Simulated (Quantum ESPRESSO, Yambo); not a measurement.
**A GW run on GaN (P6_3mc) in Yambo, with inputs changed**

What do changed inputs do to GW on GaN (P6_3mc)?

Program: Yambo 5.3.0. Level of theory: PBE and many-body steps on it, plane waves. Results are calculated unless marked as measured.

The database entry behind the starting cell differs from later determinations by our own check (about 0.3 % short, ideal inner coordinate), so it need not match the best structure at ambient conditions.

## 1. The structure

The structure is hexagonal, space group P6_3mc (No. 186). Conventional cell: a = 3.180 Å, b = 3.180 Å, c = 5.166 Å, α = 90.00°, β = 90.00°, γ = 120.00°. Nearest to Ga lie 4 N at 1.94 to 1.95 Å. Nearest to N lie 4 Ga at 1.94 to 1.95 Å. Farther neighbours and most contacts between anions are not listed.

Structure file:

```xyz
4
Lattice="3.1800 0.0000 0.0000 -1.5900 2.7540 0.0000 0.0000 0.0000 5.1660" Properties=species:S:1:pos:R:3 pbc="T T T"
Ga    0.0000    1.8360    0.0000
Ga    1.5900    0.9180    2.5830
N     0.0000    1.8360    1.9373
N     1.5900    0.9180    4.5203
```

The cell and positions come from the Crystallography Open Database and are kept as given unless a step says otherwise.

## 2. Base

This step: Yambo 5.3.0; G0W0 on PBE, plane waves, norm-conserving pseudopotentials.

Now the one-shot GW correction: screening in the RPA, then the self-energy of the levels asked for.

gw2.in

```
HF_and_locXC
gw0
dyson
ppa
em1d
rim_cut
RandQpts= 1000000
RandGvec= 1 RL
EXXRLvcs= 104 Ry
VXCRLvcs= 416 Ry
Chimod= "HARTREE"
% BndsRnXp
 1 | 102 |
%
NGsBlkXp= 11.5 Ry
% LongDrXp
 1 | 1 | 1 |
%
% GbndRnge
 1 | 102 |
%
DysSolver= "n"
ExtendOut
PPAPntXp= 27.21138 eV
% QPkrange
 1 | 1 | 25 | 28 |
%
```

The run is started by

```bash
> OMP_NUM_THREADS=1 mpirun -n 4 yambo -F gw2.in -J gw2 -C gw2 > gw2.log
```

Log:

```text
 Yambo, version 5.3.0

 [02] CORE Variables Setup
 =========================

  [... cell, symmetries and grids as in the set-up ...]

  [02.05] Energies & Occupations
  ==============================

  [X] === General ===
  [X] Electronic Temperature                        :  0.000000  0.000000 [eV K]
  [X] Bosonic    Temperature                        :  0.000000  0.000000 [eV K]
  [X] Finite Temperature mode                       : no
  [X] El. density                                   :  0.11494E+25 [cm-3]
  [X] Fermi Level                                   :  11.85610 [eV]

  [X] === Gaps and Widths ===
  [X] Conduction Band Min                           :  2.000871 [eV]
  [X] Valence Band Max                              :  0.000000 [eV]
  [X] Filled Bands                                  :  26
  [X] Empty Bands                                   :   27  214
  [X] Direct Gap                                    :  2.000871 [eV]
  [X] Direct Gap localized at k                     :  1
  [X] Indirect Gap                                  :  2.000871 [eV]
  [X] Indirect Gap between kpts                     :  1  1
  [X] Last valence band width                       :  2.707424 [eV]
  [X] 1st conduction band width                     :  4.527718 [eV]

 [03] Transferred momenta grid and indexing
 ==========================================

 IBZ Q-points                                      :  24
 BZ  Q-points                                      :  144

 K/Q-points units:
 rlu = crystal or reduced units; cc = cartesian coordinates; iku = interal k-units

 Q [ 1]         [rlu]:  0.000000  0.000000  0.000000
 Q [ 2]         [rlu]:  0.000000  0.000000  0.250000
 Q [ 3]         [rlu]:  0.000000  0.000000 -0.500000
 Q [ 4]         [rlu]: -0.63047E-17  0.16667       0.0000
 Q [ 5]         [rlu]: -0.63047E-17  0.16667      0.25000
 Q [ 6]         [rlu]: -0.63047E-17  0.16667     -0.50000
 Q [ 7]         [rlu]: -0.12609E-16  0.33333       0.0000
 Q [ 8]         [rlu]: -0.12609E-16  0.33333      0.25000
 Q [ 9]         [rlu]: -0.12609E-16  0.33333     -0.50000
 Q [10]         [rlu]:  0.18914E-16 -0.50000       0.0000
     [... 12 further rows ...]
 Q [23]         [rlu]:  0.12609E-16 -0.33333      0.25000
 Q [24]         [rlu]: -0.166667 -0.333333  0.250000

 [04] Coloumb potential Random Integration (RIM)
 ===============================================

  [04.01] RIM initialization
  ==========================

  * Diagonal components only detected *

  8 x (sBL volume)        :  0.045137 [a.u.]
  sBZ random points       :  1000000
  Points outside the sBZ  :   7994252
  RL volume               :  0.812463 [a.u.]
  Integrated volume       :  0.813047 [a.u.]

  [04.02] RIM integrals
  =====================

  Gamma point sphere radius             :  0.064584 [a.u.]
  Points outside the sphere             :   799512
  [Int_sBZ(q=0) 1/q^2]*(Vol_sBZ)^(-1/3) =:  7.693166
                                 should be <:  7.795600

  Summary of Coulomb integrals for non-metallic bands |Q|[au] RIM/Bare

  Q [1] 0.100000E-4 0.986860 * Q [2] 0.160904 0.991252
  Q [4] 0.201220 1.084243 * Q [5] 0.257643 1.044913
  Q [22] 0.257643 1.045669 * Q [3] 0.321808 1.006357
  Q [13] 0.348524 1.029178 * Q [6] 0.379539 1.012759
  Q [14] 0.383874 1.021857 * Q [7] 0.402441 1.021951
  Q [23] 0.433415 1.017871 * Q [8] 0.433415 1.017418
[...]
Q [18] 0.622083 1.008157 * Q [11] 0.624737 1.009299
  Q [12] 0.684081 1.007302 * Q [19] 0.697048 1.007759
  Q [20] 0.715378 1.007101 * Q [21] 0.767747 1.005934

 [05] Dipoles
 ============

  [05.01] Setup: observables and procedures
  =========================================

  [WARNING] [x,Vnl] slows the Dipoles computation. To neglect it rename the ns.kb_pp file

 [06] Dynamic Dielectric Matrix (PPA)
 ====================================

 [WR./gw2//ndb.pp]---------------------------------------------------------------
  Brillouin Zone Q/K grids (IBZ/BZ)                :   24  144   24  144
  RL vectors                                       :   6741 [WF]
  Coulomb cutoff potential                         : none
  Electronic Temperature                           :  0.000000 [K]
  Bosonic    Temperature                           :  0.000000 [K]
  PPA    diel. fun.  energies                      : Perdew, Burke & Ernzerhof(X)+Perdew, Burke & Ernzerhof(C)
  wavefunctions                                    : Perdew, Burke & Ernzerhof(X)+Perdew, Burke & Ernzerhof(C)
  Global Gauge                                     : length
  X matrix size                                    :  245
  X band range                                     :    1  102
  X e/h energy range                               : -1.000000 -1.000000 [eV]
  X Time ordering                                  : R
  X Hxc Kernel                                     : HARTREE
  X Drude frequency                                :  0.000000  0.000000
  X poles                                          :  100.0000 [o/o]
  RL vectors in the sum                            :   6741
  [r,Vnl] included                                 : yes
  Field direction                                  :  0.577350E-5  0.577350E-5  0.577350E-5
  BZ energy Double Grid                            : no
  BZ energy DbGd points                            : 0
  BZ Q point size factor                           : -1.000000
  X Optical Averaged directions                    : none

 [07] Local Exchange-Correlation + Non-Local Fock
 ================================================

 [VXC] Plane waves :   43821
 [EXS] Plane waves :   5479

 QP @ state[ 1 ] K range:  1  1
 QP @ state[ 1 ] b range:  25  28

 [xc] Functional : Perdew, Burke & Ernzerhof(X)+Perdew, Burke & Ernzerhof(C)
 [xc] LIBXC used to calculate xc functional
  PP Number of Atomic Species                      :  2
  NLCC RL compoments                               :   43821
  PP Number of Atomic Species                      :  2
  NLCC RL compoments                               :   43821

 [xc] E_xc :  -48.25349 [Ha]
      E_xc :  -96.50698 [Ry]

  Local XC kind (lXC) : Perdew, Burke & Ernzerhof(X)+Perdew, Burke & Ernzerhof(C)
  Non-Local XC kind (nlXC) : Hartree-Fock

  Corrections @ K [1] :  [eV]
 <25|nlXC|25> = -22.54482 -0.14324E-16 <25|lXC|25> = -19.13767  0.000000
 <26|nlXC|26> = -22.54481  0.11960E-16 <26|lXC|26> = -19.13767  0.47204E-16
 <27|nlXC|27> = -10.17952 -0.19273E-17 <27|lXC|27> = -14.21472 -0.18882E-15
 <28|nlXC|28> = -9.062920 -0.33300E-18 <28|lXC|28> = -14.00871  0.000000

 [08] Dyson equation: Newton solver
 ==================================

  [08.01] G0W0 (W PPA)
  ====================

  [  GW  ] Bands range     :    1  102
  [GW/PPA] G damping       :  0.100000 [eV]

  QP @ state[ 1 ] K range:  1  1
  QP @ state[ 1 ] b range:  25  28

   Sc/G bands                                       :    1  102
   Sc/G damping                                     :  0.100000 ev
   Sc bands terminator                              : no
   Sx RL components                                 :   5479

   QP @ state[ 1 ] K range                          :  1  1
   QP @ state[ 1 ] b range                          :  25  28
   GF energies kind                                 : Perdew, Burke & Ernzerhof(X)+Perdew, Burke & Ernzerhof(C)
   GF WF`s kind                                     : Perdew, Burke & Ernzerhof(X)+Perdew, Burke & Ernzerhof(C)
   Xs energies kind                                 : Perdew, Burke & Ernzerhof(X)+Perdew, Burke & Ernzerhof(C)
   Xs WF`s kind                                     : Perdew, Burke & Ernzerhof(X)+Perdew, Burke & Ernzerhof(C)

 [11] Game Over & Game summary
```

The job ended after 10 min (4 MPI ranks of Arm Neoverse V2, shared host; peak memory 3.8 GiB; 41 min of CPU time).

This step gave:

- G0W0 gap on the points computed: 2.857 eV
- starting gap on the mesh: 2.001 eV
- k of the valence top: 0, 0, 0
- k of the conduction bottom: 0, 0, 0
- least direct G0W0 gap on the computed points: 2.857 eV
- Z at the valence top: 0.7928
- Z at the conduction bottom: 0.8191

The gap on the mesh goes from 2.00 eV to 2.86 eV, a correction of +0.86 eV.

## 3. Pole fitted at another frequency

gw6.in

```
HF_and_locXC
gw0
dyson
ppa
em1d
rim_cut
RandQpts= 1000000
RandGvec= 1 RL
EXXRLvcs= 104 Ry
VXCRLvcs= 416 Ry
Chimod= "HARTREE"
% BndsRnXp
 1 | 102 |
%
NGsBlkXp= 11.5 Ry
% LongDrXp
 1 | 1 | 1 |
%
% GbndRnge
 1 | 102 |
%
DysSolver= "n"
ExtendOut
PPAPntXp= 50 eV
% QPkrange
 1 | 1 | 25 | 28 |
%
```

The run is started by

```bash
> OMP_NUM_THREADS=1 mpirun -n 4 yambo -F gw6.in -J gw6 -C gw6 > gw6.log
```

Log:

```text
 Yambo, version 5.3.0

 [02] CORE Variables Setup
 =========================

  [... cell, symmetries and grids as in the set-up ...]

  [02.05] Energies & Occupations
  ==============================

  [X] === General ===
  [X] Electronic Temperature                        :  0.000000  0.000000 [eV K]
  [X] Bosonic    Temperature                        :  0.000000  0.000000 [eV K]
  [X] Finite Temperature mode                       : no
  [X] El. density                                   :  0.11494E+25 [cm-3]
  [X] Fermi Level                                   :  11.85610 [eV]

  [X] === Gaps and Widths ===
  [X] Conduction Band Min                           :  2.000871 [eV]
  [X] Valence Band Max                              :  0.000000 [eV]
  [X] Filled Bands                                  :  26
  [X] Empty Bands                                   :   27  214
  [X] Direct Gap                                    :  2.000871 [eV]
  [X] Direct Gap localized at k                     :  1
  [X] Indirect Gap                                  :  2.000871 [eV]
  [X] Indirect Gap between kpts                     :  1  1
  [X] Last valence band width                       :  2.707424 [eV]
  [X] 1st conduction band width                     :  4.527718 [eV]

 [03] Transferred momenta grid and indexing
 ==========================================

 IBZ Q-points                                      :  24
 BZ  Q-points                                      :  144

 K/Q-points units:
 rlu = crystal or reduced units; cc = cartesian coordinates; iku = interal k-units

 Q [ 1]         [rlu]:  0.000000  0.000000  0.000000
 Q [ 2]         [rlu]:  0.000000  0.000000  0.250000
 Q [ 3]         [rlu]:  0.000000  0.000000 -0.500000
[...]
================================================

 [VXC] Plane waves :   43821
 [EXS] Plane waves :   5479

 QP @ state[ 1 ] K range:  1  1
 QP @ state[ 1 ] b range:  25  28

 [xc] Functional : Perdew, Burke & Ernzerhof(X)+Perdew, Burke & Ernzerhof(C)
 [xc] LIBXC used to calculate xc functional
  PP Number of Atomic Species                      :  2
  NLCC RL compoments                               :   43821
  PP Number of Atomic Species                      :  2
  NLCC RL compoments                               :   43821

 [xc] E_xc :  -48.25349 [Ha]
      E_xc :  -96.50698 [Ry]

  Local XC kind (lXC) : Perdew, Burke & Ernzerhof(X)+Perdew, Burke & Ernzerhof(C)
  Non-Local XC kind (nlXC) : Hartree-Fock

  Corrections @ K [1] :  [eV]
 <25|nlXC|25> = -22.54482 -0.14324E-16 <25|lXC|25> = -19.13767  0.000000
 <26|nlXC|26> = -22.54481  0.11960E-16 <26|lXC|26> = -19.13767  0.47204E-16
 <27|nlXC|27> = -10.17952 -0.19273E-17 <27|lXC|27> = -14.21472 -0.18882E-15
 <28|nlXC|28> = -9.062920 -0.33300E-18 <28|lXC|28> = -14.00871  0.000000

 [08] Dyson equation: Newton solver
 ==================================

  [08.01] G0W0 (W PPA)
  ====================

  [  GW  ] Bands range     :    1  102
  [GW/PPA] G damping       :  0.100000 [eV]

  QP @ state[ 1 ] K range:  1  1
  QP @ state[ 1 ] b range:  25  28

   Sc/G bands                                       :    1  102
   Sc/G damping                                     :  0.100000 ev
   Sc bands terminator                              : no
   Sx RL components                                 :   5479

   QP @ state[ 1 ] K range                          :  1  1
   QP @ state[ 1 ] b range                          :  25  28
   GF energies kind                                 : Perdew, Burke & Ernzerhof(X)+Perdew, Burke & Ernzerhof(C)
   GF WF`s kind                                     : Perdew, Burke & Ernzerhof(X)+Perdew, Burke & Ernzerhof(C)
   Xs energies kind                                 : Perdew, Burke & Ernzerhof(X)+Perdew, Burke & Ernzerhof(C)
   Xs WF`s kind                                     : Perdew, Burke & Ernzerhof(X)+Perdew, Burke & Ernzerhof(C)

 [11] Game Over & Game summary
```

It took 10 min on 4 MPI ranks; peak memory 3.8 GiB; 40 min of CPU time.

Numbers from this step:

- G0W0 gap on the points computed: 2.869 eV
- starting gap on the mesh: 2.001 eV
- k of the valence top: 0, 0, 0
- k of the conduction bottom: 0, 0, 0
- least direct G0W0 gap on the computed points: 2.869 eV
- Z at the valence top: 0.8066
- Z at the conduction bottom: 0.8307

Against G0W0 in Yambo (6×6×4 mesh, 102 bands, screening to 156.5 eV, Godby-Needs plasmon pole), the gap moves by +0.012 eV.

## 4. More bands than the database holds

gw8.in

```
HF_and_locXC
gw0
dyson
ppa
em1d
rim_cut
RandQpts= 1000000
RandGvec= 1 RL
EXXRLvcs= 104 Ry
VXCRLvcs= 416 Ry
Chimod= "HARTREE"
% BndsRnXp
 1 | 642 |
%
NGsBlkXp= 11.5 Ry
% LongDrXp
 1 | 1 | 1 |
%
% GbndRnge
 1 | 642 |
%
DysSolver= "n"
ExtendOut
PPAPntXp= 27.21138 eV
% QPkrange
 1 | 1 | 25 | 28 |
%
```

The run is started by

```bash
> OMP_NUM_THREADS=1 mpirun -n 4 yambo -F gw8.in -J gw8 -C gw8 > gw8.log
```

Log:

```text
 Yambo, version 5.3.0

 [02] CORE Variables Setup
 =========================

  [... cell, symmetries and grids as in the set-up ...]

  [02.05] Energies & Occupations
  ==============================

  [X] === General ===
  [X] Electronic Temperature                        :  0.000000  0.000000 [eV K]
  [X] Bosonic    Temperature                        :  0.000000  0.000000 [eV K]
  [X] Finite Temperature mode                       : no
  [X] El. density                                   :  0.11494E+25 [cm-3]
  [X] Fermi Level                                   :  11.85610 [eV]

  [X] === Gaps and Widths ===
  [X] Conduction Band Min                           :  2.000871 [eV]
  [X] Valence Band Max                              :  0.000000 [eV]
  [X] Filled Bands                                  :  26
  [X] Empty Bands                                   :   27  214
  [X] Direct Gap                                    :  2.000871 [eV]
  [X] Direct Gap localized at k                     :  1
  [X] Indirect Gap                                  :  2.000871 [eV]
  [X] Indirect Gap between kpts                     :  1  1
  [X] Last valence band width                       :  2.707424 [eV]
  [X] 1st conduction band width                     :  4.527718 [eV]

 [03] Transferred momenta grid and indexing
 ==========================================

 IBZ Q-points                                      :  24
 BZ  Q-points                                      :  144

 K/Q-points units:
 rlu = crystal or reduced units; cc = cartesian coordinates; iku = interal k-units

 Q [ 1]         [rlu]:  0.000000  0.000000  0.000000
 Q [ 2]         [rlu]:  0.000000  0.000000  0.250000
 Q [ 3]         [rlu]:  0.000000  0.000000 -0.500000
[...]
Q [ 8]         [rlu]: -0.12609E-16  0.33333      0.25000
 Q [ 9]         [rlu]: -0.12609E-16  0.33333     -0.50000
 Q [10]         [rlu]:  0.18914E-16 -0.50000       0.0000
     [... 12 further rows ...]
 Q [23]         [rlu]:  0.12609E-16 -0.33333      0.25000
 Q [24]         [rlu]: -0.166667 -0.333333  0.250000

 [04] Coloumb potential Random Integration (RIM)
 ===============================================

  [04.01] RIM initialization
  ==========================

  * Diagonal components only detected *

  8 x (sBL volume)        :  0.045137 [a.u.]
  sBZ random points       :  1000000
  Points outside the sBZ  :   7994252
  RL volume               :  0.812463 [a.u.]
  Integrated volume       :  0.813047 [a.u.]

  [04.02] RIM integrals
  =====================

  Gamma point sphere radius             :  0.064584 [a.u.]
  Points outside the sphere             :   799512
  [Int_sBZ(q=0) 1/q^2]*(Vol_sBZ)^(-1/3) =:  7.693166
                                 should be <:  7.795600
  [WR./gw8//ndb.RIM]--------------------------------------------------------------
   Brillouin Zone Q/K grids (IBZ/BZ)                :   24  144   24  144
   Coulomb cutoff potential                         : none
   Coulombian RL components                         :  1
   Coulombian diagonal components                   : yes
   RIM random points                                :  1000000
   RIM  RL volume             [a.u.]                :  0.813047
   Real RL volume             [a.u.]                :  0.812463
   Eps^-1 reference component                       : 0

[ERROR] STOP signal received while in[05.01] Setup: observables and procedures
[ERROR] Error in parallel wf distribution (Dipole ic)
```

Wall time 3 s (4 MPI ranks); peak memory 1 GiB.

The run stopped with an error after 3 s.

The program's words: [ERROR] STOP signal received while in[05.01] Setup: observables and procedures [ERROR] Error in parallel wf distribution (Dipole ic)

The fault put into this input: more bands than the database holds.

## 5. The runs together

Times are wall times on 4 MPI ranks of Arm Neoverse V2, shared host, good to a factor of about two.

| run | mesh | bands | screening cutoff (eV) | DFT gap (eV) | gap on the mesh (eV) | direct (eV) | time |
| --- | --- | --- | --- | --- | --- | --- | --- |
| base | 6×6×4 | 102 | 156.5 | 2.001 | 2.857 | 2.857 | 10 min |
| pole fitted at another frequency | 6×6×4 | 102 | 156.5 | 2.001 | 2.869 | 2.869 | 10 min |

## 6. Summary of results

```
base                             : 2.857 eV
pole fitted at another frequency : 2.869 eV
known limits                     : not at the basis limit; no spin-orbit coupling
```

In words: Pole fitted at another frequency: +0.012 eV against base (keys changed: PPAPntXp). Bands and cutoff are finite, so the gap is not at the basis limit. The miss can reach some tenths of an eV and take either sign; the mesh is an error of its own. In the G0W0 runs levels were corrected at 1 k point alone, so a gap called «on the mesh» is the least over those, and an edge elsewhere would be missed. The many-body steps are scalar-relativistic: spin-orbit coupling is not in them.

[Paths, hosts, dates, memory and timing lines, banners, echoed tables and standing remarks are left out of the program output.]

[Logs are printed without paths, hosts, clocks, repeated set-up lines and the standing remarks that a program may print on its own settings, such as how far it seeks lower states.]

[Runs of the session that timed out or met a known fault of the program may be left out.]

[Hosts, paths, dates, database ids (printed as entryN), source tags and the programs' standing remarks are cut or masked in the printed files.]
